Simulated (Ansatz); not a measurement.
# Thickness series of a NiSi2/Si/CoSi2 junction, part 6 of 6

Wanted: T(E), the conductance and its decay constant for NiSi2/Si/CoSi2. The lower electrode is NiSi2 fluorite(111), the upper one CoSi2 fluorite(111); the barrier is Si diamond(111) (whole bilayers). In the first transport cell, after relaxation, the nearest pair of electrode and barrier is Si–Si at 2.36 Å, along the normal, at the lower face and Si–Si at 2.38 Å, along the normal, at the upper one. All share a net of side 3.84 Å, which strains the lower electrode by +0.0 %, the upper one by +1.3 % and the barrier by -0.7 %, against typed lattice constants near PBE's. The first steps treat the bulk electrodes alone.

Ansatz 0.2.0; PBE DFT, plane waves, PAW files (the session's first sound run).

So far, transmission at the Fermi level (a spin, zone mean): step 5 (the open system: T(E)) 0.0619; step 6 (conductance, atomic planes in the barrier 4, gap between the electrodes 8.7 Å) 0.150; step 7 (conductance, 57 atoms) 0.0741; step 8 (conductance on a fine mesh, atomic planes in the barrier 8, gap between the …) 0.0354. Also channels of the lower lead: step 5 1.16; step 7 1.06.

## (9) Conductance on a fine mesh, atomic planes in the barrier 12, gap between the electrodes 21.38 Å

Level of this step: PBE DFT, plane waves, PAW files; ballistic transmission by layer matching between semi-infinite leads (Ansatz).

System of this step: NiSi2/Si/CoSi2. The cell holds 63 atoms: 46 Si, 8 Ni and 9 Co. Cell: a = 3.840 Å, b = 3.840 Å, c = 85.968 Å, α = 90.0°, β = 90.0°, γ = 120.0°. Regions: left electrode, 25 atoms (17 Si and 8 Ni); barrier, 12 atoms (12 Si); right electrode, 26 atoms (17 Si and 9 Co). Vacuum lies along c.

Barrier layers are added or taken out in the middle, and the relaxed faces stay.

input.yaml reads:

```yaml
crystal:
  lattice:
    - [3.84, 0.0, 0.0]
    - [-1.92, 3.3255375505, 0.0]
    - [0.0, 0.0, 85.9683294201]
  atoms:
    - { symbol: Si, position: [0.0, 0.0, 0.0814253347] }
    - { symbol: Si, position: [0.66666667, 0.33333333, 0.0995915279] }
    - { symbol: Ni, position: [0.0, 0.0, 0.1089032666] }
    - { symbol: Si, position: [0.33333333, 0.66666667, 0.1182150053] }
    - { symbol: Si, position: [0.0, 0.0, 0.1363811984] }
    - { symbol: Ni, position: [0.33333333, 0.66666667, 0.1456929371] }
    - { symbol: Si, position: [0.66666667, 0.33333333, 0.1550046758] }
    - { symbol: Si, position: [0.33333333, 0.66666667, 0.173170869] }
    - { symbol: Ni, position: [0.66666667, 0.33333333, 0.1824826077] }
    - { symbol: Si, position: [0.0, 0.0, 0.1917943464] }
    - { symbol: Si, position: [0.66666667, 0.33333333, 0.2099605395] }
    - { symbol: Ni, position: [0.0, 0.0, 0.2192722782] }
    - { symbol: Si, position: [0.33333333, 0.66666667, 0.2285840169] }
    - { symbol: Si, position: [0.0, 0.0, 0.24675021] }
    - { symbol: Ni, position: [0.33333333, 0.66666667, 0.2560619488] }
    - { symbol: Si, position: [0.66666667, 0.33333333, 0.2653736875] }
    - { symbol: Si, position: [0.33333333, 0.66666667, 0.2835398806] }
    - { symbol: Ni, position: [0.66666667, 0.33333333, 0.2928516193] }
    - { symbol: Si, position: [0.0, 0.0, 0.302163358] }
    - { symbol: Si, position: [0.66666667, 0.33333333, 0.3203295511] }
    - { symbol: Ni, position: [0.0, 0.0, 0.3296412898] }
    - { symbol: Si, position: [0.33333333, 0.66666667, 0.3389530285] }
    - { symbol: Si, position: [0.0, 0.0, 0.3571192217] }
    - { symbol: Ni, position: [0.33333333, 0.66666667, 0.3664309604] }
    - { symbol: Si, position: [0.66666667, 0.33333333, 0.3765466509] }
    - { symbol: Si, position: [0.66666667, 0.33333333, 0.403989161] }
    - { symbol: Si, position: [0.0, 0.0, 0.4132584468] }
    - { symbol: Si, position: [0.0, 0.0, 0.44088513] }
    - { symbol: Si, position: [0.33333333, 0.66666667, 0.4501125037] }
    - { symbol: Si, position: [0.33333333, 0.66666667, 0.4777436318] }
    - { symbol: Si, position: [0.66666667, 0.33333333, 0.4869710056] }
    - { symbol: Si, position: [0.66666667, 0.33333333, 0.5146021337] }
    - { symbol: Si, position: [0.0, 0.0, 0.5238295075] }
    - { symbol: Si, position: [0.0, 0.0, 0.5514606356] }
    - { symbol: Si, position: [0.33333333, 0.66666667, 0.5606880093] }
    - { symbol: Si, position: [0.33333333, 0.66666667, 0.5883191375] }
    - { symbol: Si, position: [0.66666667, 0.33333333, 0.597497401] }
    - { symbol: Si, position: [0.66666667, 0.33333333, 0.625186632] }
    - { symbol: Co, position: [0.0, 0.0, 0.6333050261] }
    - { symbol: Si, position: [0.33333333, 0.66666667, 0.6419859555] }
    - { symbol: Si, position: [0.0, 0.0, 0.6602828017] }
    - { symbol: Co, position: [0.33333333, 0.66666667, 0.668963731] }
    - { symbol: Si, position: [0.66666667, 0.33333333, 0.6776446604] }
    - { symbol: Si, position: [0.33333333, 0.66666667, 0.6959415065] }
    - { symbol: Co, position: [0.66666667, 0.33333333, 0.7046224359] }
    - { symbol: Si, position: [0.0, 0.0, 0.7133033653] }
    - { symbol: Si, position: [0.66666667, 0.33333333, 0.7316002114] }
    - { symbol: Co, position: [0.0, 0.0, 0.7402811408] }
    - { symbol: Si, position: [0.33333333, 0.66666667, 0.7489620702] }
    - { symbol: Si, position: [0.0, 0.0, 0.7672589163] }
    - { symbol: Co, position: [0.33333333, 0.66666667, 0.7759398457] }
    - { symbol: Si, position: [0.66666667, 0.33333333, 0.7846207751] }
    - { symbol: Si, position: [0.33333333, 0.66666667, 0.8029176212] }
    - { symbol: Co, position: [0.66666667, 0.33333333, 0.8115985506] }
    - { symbol: Si, position: [0.0, 0.0, 0.82027948] }
    - { symbol: Si, position: [0.66666667, 0.33333333, 0.8385763261] }
    - { symbol: Co, position: [0.0, 0.0, 0.8472572555] }
    - { symbol: Si, position: [0.33333333, 0.66666667, 0.8559381849] }
    - { symbol: Si, position: [0.0, 0.0, 0.874235031] }
    - { symbol: Co, position: [0.33333333, 0.66666667, 0.8829159604] }
    - { symbol: Si, position: [0.66666667, 0.33333333, 0.8915968898] }
    - { symbol: Si, position: [0.33333333, 0.66666667, 0.9098937359] }
    - { symbol: Co, position: [0.66666667, 0.33333333, 0.9185746653] }
kpoints:
  mp_grid: { grid: [8, 8, 1] }
scf:
  occupations: { method: fermi_dirac, width: 0.1 }
  max_iter: 150
hamiltonian:
  xc: pbe
output:
  transmission:
    kmesh: [24, 24]
    e_range: [-0.26, 0.27]
    de: 0.0375
    leads: [[10, 13], [49, 52]]
```

The run is started by

```bash
> ansatz run input.yaml --threads 8 --pin off --max-ram 24576MiB --backend cpu --events-out ev --progress --plain --runs-dir out
```

Numbers of over 12 decimals in the logs are rounded to 6 here.

Log:

```text
[...]
Crystal: 63 atoms, lattice volume = 1097.821 Å³
Basis set: ecut = 420 eV, 21395 PW (Γ)
Bands: 304, of which v1, the nominal top of the filled ones, is band 241 counted from 1 (240 counted from 0)
Symmetry: 6 space group operations
[...]
k-points: 10 of 64 (time reversal used)
[...]
channels       : 1.060764e0 a spin
[...]
slowest decay  : 0.0359 /Å at (0.2083, 0.1667)
[...]
filled         : 11.6 meV over the level at which it is neutral
    channels       : 1.369792e0 a spin
[...]
slowest decay  : 0.1109 /Å at (0.4167, 0.0833)
  junction   : crystal 0 to crystal 1, 20.43 to 65.17 Å
    transmission   : 1.423420e-2 a spin
[...]
resistance     : 1.7455e-1 Ω µm² beyond half of each lead's own
[key lines of the parts left out:]
SCF converged after 14 iterations
Free energy (F): -122116.804061 eV
Fermi energy:    8.457971 eV
```

Run time: 4.6 min. Hardware: 8 threads of Arm Neoverse V2, shared host; peak memory 11 GiB.

G = 5.7e12 S/m² (1/G = 0.176 Ω µm²), 0.28 times the step before of this kind. The largest error estimate is 63 %, from the mesh across the current. In the worse lead the potential repeats within 9 meV, which the program lets pass, though it still puts 7.8 % of error on the junction's conductance through them.

## (10) Conductance on a fine mesh, atomic planes in the barrier 14, gap between the electrodes 24.54 Å

System of this step: NiSi2/Si/CoSi2. The cell holds 65 atoms: 48 Si, 8 Ni and 9 Co. Its edges and angles: a = 3.840 Å, b = 3.840 Å, c = 89.137 Å, α = 90.0°, β = 90.0°, γ = 120.0°. Regions: left electrode, 25 atoms (17 Si and 8 Ni); barrier, 14 atoms (14 Si); right electrode, 26 atoms (17 Si and 9 Co). Vacuum lies along c.

Barrier layers are added or taken out in the middle, and the relaxed faces stay.

input.yaml reads:

```yaml
crystal:
  lattice:
    - [3.84, 0.0, 0.0]
    - [-1.92, 3.3255375505, 0.0]
    - [0.0, 0.0, 89.1369932513]
  atoms:
    - { symbol: Si, position: [0.0, 0.0, 0.0785308068] }
    - { symbol: Si, position: [0.66666667, 0.33333333, 0.0960512237] }
    - { symbol: Ni, position: [0.0, 0.0, 0.1050319464] }
    - { symbol: Si, position: [0.33333333, 0.66666667, 0.1140126691] }
    - { symbol: Si, position: [0.0, 0.0, 0.1315330859] }
    - { symbol: Ni, position: [0.33333333, 0.66666667, 0.1405138086] }
    - { symbol: Si, position: [0.66666667, 0.33333333, 0.1494945314] }
    - { symbol: Si, position: [0.33333333, 0.66666667, 0.1670149482] }
    - { symbol: Ni, position: [0.66666667, 0.33333333, 0.1759956709] }
    - { symbol: Si, position: [0.0, 0.0, 0.1849763936] }
    - { symbol: Si, position: [0.66666667, 0.33333333, 0.2024968104] }
    - { symbol: Ni, position: [0.0, 0.0, 0.2114775332] }
    - { symbol: Si, position: [0.33333333, 0.66666667, 0.2204582559] }
    - { symbol: Si, position: [0.0, 0.0, 0.2379786727] }
    - { symbol: Ni, position: [0.33333333, 0.66666667, 0.2469593954] }
    - { symbol: Si, position: [0.66666667, 0.33333333, 0.2559401181] }
    - { symbol: Si, position: [0.33333333, 0.66666667, 0.273460535] }
    - { symbol: Ni, position: [0.66666667, 0.33333333, 0.2824412577] }
    - { symbol: Si, position: [0.0, 0.0, 0.2914219804] }
    - { symbol: Si, position: [0.66666667, 0.33333333, 0.3089423972] }
    - { symbol: Ni, position: [0.0, 0.0, 0.3179231199] }
    - { symbol: Si, position: [0.33333333, 0.66666667, 0.3269038426] }
    - { symbol: Si, position: [0.0, 0.0, 0.3444242595] }
    - { symbol: Ni, position: [0.33333333, 0.66666667, 0.3534049822] }
    - { symbol: Si, position: [0.66666667, 0.33333333, 0.3631610777] }
    - { symbol: Si, position: [0.66666667, 0.33333333, 0.3896280546] }
    - { symbol: Si, position: [0.0, 0.0, 0.3985678335] }
    - { symbol: Si, position: [0.0, 0.0, 0.4252124366] }
    - { symbol: Si, position: [0.33333333, 0.66666667, 0.4341117934] }
    - { symbol: Si, position: [0.33333333, 0.66666667, 0.4607606833] }
    - { symbol: Si, position: [0.66666667, 0.33333333, 0.4696600401] }
    - { symbol: Si, position: [0.66666667, 0.33333333, 0.4963089301] }
    - { symbol: Si, position: [0.0, 0.0, 0.5052082869] }
    - { symbol: Si, position: [0.0, 0.0, 0.5318571768] }
    - { symbol: Si, position: [0.33333333, 0.66666667, 0.5407565336] }
    - { symbol: Si, position: [0.33333333, 0.66666667, 0.5674054236] }
    - { symbol: Si, position: [0.66666667, 0.33333333, 0.5763047804] }
    - { symbol: Si, position: [0.66666667, 0.33333333, 0.6029536704] }
    - { symbol: Si, position: [0.0, 0.0, 0.6118056627] }
    - { symbol: Si, position: [0.0, 0.0, 0.6385105901] }
    - { symbol: Co, position: [0.33333333, 0.66666667, 0.6463403896] }
    - { symbol: Si, position: [0.66666667, 0.33333333, 0.6547127271] }
    - { symbol: Si, position: [0.33333333, 0.66666667, 0.6723591524] }
    - { symbol: Co, position: [0.66666667, 0.33333333, 0.68073149] }
    - { symbol: Si, position: [0.0, 0.0, 0.6891038276] }
    - { symbol: Si, position: [0.66666667, 0.33333333, 0.7067502529] }
    - { symbol: Co, position: [0.0, 0.0, 0.7151225905] }
    - { symbol: Si, position: [0.33333333, 0.66666667, 0.723494928] }
    - { symbol: Si, position: [0.0, 0.0, 0.7411413533] }
    - { symbol: Co, position: [0.33333333, 0.66666667, 0.7495136909] }
    - { symbol: Si, position: [0.66666667, 0.33333333, 0.7578860285] }
    - { symbol: Si, position: [0.33333333, 0.66666667, 0.7755324538] }
    - { symbol: Co, position: [0.66666667, 0.33333333, 0.7839047914] }
    - { symbol: Si, position: [0.0, 0.0, 0.7922771289] }
    - { symbol: Si, position: [0.66666667, 0.33333333, 0.8099235542] }
    - { symbol: Co, position: [0.0, 0.0, 0.8182958918] }
    - { symbol: Si, position: [0.33333333, 0.66666667, 0.8266682294] }
    - { symbol: Si, position: [0.0, 0.0, 0.8443146547] }
    - { symbol: Co, position: [0.33333333, 0.66666667, 0.8526869923] }
    - { symbol: Si, position: [0.66666667, 0.33333333, 0.8610593298] }
    - { symbol: Si, position: [0.33333333, 0.66666667, 0.8787057551] }
    - { symbol: Co, position: [0.66666667, 0.33333333, 0.8870780927] }
    - { symbol: Si, position: [0.0, 0.0, 0.8954504303] }
    - { symbol: Si, position: [0.66666667, 0.33333333, 0.9130968556] }
    - { symbol: Co, position: [0.0, 0.0, 0.9214691932] }
kpoints:
  mp_grid: { grid: [8, 8, 1] }
scf:
  occupations: { method: fermi_dirac, width: 0.1 }
  max_iter: 150
hamiltonian:
  xc: pbe
output:
  transmission:
    kmesh: [24, 24]
    e_range: [-0.26, 0.27]
    de: 0.0375
    leads: [[10, 13], [51, 54]]
```

Log:

```text
[...]
Crystal: 65 atoms, lattice volume = 1138.285 Å³
Basis set: ecut = 420 eV, 22173 PW (Γ)
Bands: 310, of which v1, the nominal top of the filled ones, is band 245 counted from 1 (244 counted from 0)
Symmetry: 6 space group operations
[...]
k-points: 10 of 64 (time reversal used)
[...]
channels       : 1.060764e0 a spin
[...]
slowest decay  : 0.0360 /Å at (0.2083, 0.1667)
[...]
filled         : 11.8 meV over the level at which it is neutral
    channels       : 1.369792e0 a spin
[...]
slowest decay  : 0.1112 /Å at (0.4167, 0.0833)
  junction   : crystal 0 to crystal 1, 20.43 to 68.34 Å
    transmission   : 6.722600e-3 a spin
[...]
resistance     : 3.1948e-1 Ω µm² beyond half of each lead's own
[key lines of the parts left out:]
SCF converged after 13 iterations
Free energy (F): -123388.419545 eV
Fermi energy:    8.384424 eV
```

Wall time 5 min (8 threads); peak memory 12 GiB.

G = 3.1e12 S/m² (1/G = 0.321 Ω µm²), 0.55 times the step before of this kind. The largest error estimate is 82 %, from the mesh across the current. In the worse lead the potential repeats within 9 meV, which the program lets pass, though it still puts 11 % of error on the junction's conductance through them.

## (11) Side by side

Times are for 8 threads of Arm Neoverse V2, shared host. The series side by side:

```csv
no.,gap between the electrodes (Å),junction conductance (S/m²),resistance-area product beyond the leads (Ω um²),time,memory (GiB)
1,8.7,8.68e13,0.01011,3.6 min,9.1
2,11.87,4.28e13,0.02193,4.4 min,9.5
3,15.04,2.05e13,0.04741,4.6 min,10
4,21.38,5.68e12,0.1746,4.6 min,11
5,24.54,3.12e12,0.3195,5 min,12
```

The runs together. Transmission, zone mean against energy, zero at the Fermi level:

```csv
energy (eV),8.7,11.87,15.04,21.38,24.54
-0.260,0.128,0.0570,0.0259,0.00616,0.00326
-0.223,0.133,0.0581,0.0251,0.00587,0.00306
-0.185,0.152,0.0708,0.0300,0.00666,0.00337
-0.147,0.169,0.0914,0.0415,0.00846,0.00414
-0.110,0.164,0.0865,0.0402,0.00885,0.00436
-0.072,0.148,0.0798,0.0375,0.00828,0.00407
-0.035,0.146,0.0743,0.0377,0.00757,0.00365
0.003,0.150,0.0741,0.0354,0.0142,0.00672
0.040,0.130,0.0616,0.0277,0.00724,0.00410
0.077,0.125,0.0573,0.0250,0.00516,0.00246
0.115,0.131,0.0589,0.0246,0.00455,0.00205
0.152,0.145,0.0652,0.0263,0.00449,0.00192
0.190,0.151,0.0683,0.0276,0.00442,0.00183
0.228,0.145,0.0636,0.0258,0.00412,0.00168
0.265,0.146,0.0679,0.0279,0.00432,0.00172
```

## (12) Decay with thickness

This step: Fit of the logarithm of the conductance against the barrier's thickness, from PBE DFT, plane waves, PAW files (Ansatz 0.2.0).

No new run: the logarithm is fitted against the thickness.

This step gave:

```yaml
decay_constant_of_the_conductance: 0.21 Å⁻¹
r_m_s_misfit_of_ln_g: 0.04
```

From the end points alone, β = ln(8.68e+13 / 3.12e+12) / 15.84 Å = 3.33 / 15.84 Å = 0.21 Å⁻¹. One end point carries an error estimate of 82 %; a factor of 1.8 on it would move β by 0.04 Å⁻¹.

## (13) What came out

* 1/G at 8.7 Å gap: 0.0115 Ω um²
* 1/G at 24.5 Å gap: 0.321 Ω um²
* decay constant β: 0.21 Å⁻¹

**Reading.** A fit of ln G against d gives β = 0.21 Å⁻¹, and step by step the slopes are 0.22, 0.23, 0.20 and 0.19 Å⁻¹. They differ by more than a fifth, so the fit is an average; how much of this is a real bend and how much error of the runs wasn't traced. A transmission of 0.062 across 12 Å is too high for tunnelling deep in a gap, so the spacer works as a low barrier at best. The program's largest error estimate on these conductances is 82 %, from the mesh across the current, in the run that gave 3.1e12 S/m². No spin-orbit coupling, phonons, disorder or image charges enter; the interfaces are ordered, one cell wide and lattice-matched by strain. Semilocal gaps are too small, which can bring a band edge of the barrier nearer to the Fermi level than it is.

[Logs are printed without paths, hosts, clocks, repeated set-up lines and the standing remarks that a program may print on its own settings, such as how far it seeks lower states.]

[Hosts, paths, dates, database ids (printed as entryN), source tags and the programs' standing remarks are cut or masked in the printed files.]
